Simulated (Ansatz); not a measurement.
Take KBr in the rock salt structure (space group Fm-3m, No. 225; a = 6.608 Å) as the base. Axes: x, y, z lie along the cube axes.

All numbers come from r2SCAN (Ansatz, an electronic-structure program, PAW, no SOC).

A first run, uniaxial strain ε_yy = −2.07 %, gives secant values C11 ≈ 45 GPa and C12 ≈ 4.7 GPa from its stress. A second run applies biaxial strain −0.92 %, plane normal [001], relaxed out of plane.

**Question.** What does linear elasticity predict for −ε⊥/ε∥ in the second run, and what does the run give?

**Answer.** Linear elasticity: 2 C12/C11 = 0.21. The run gives 0.25; any difference comes from nonlinear terms at these strains and numerical noise.

Stability against distortions was not tested.
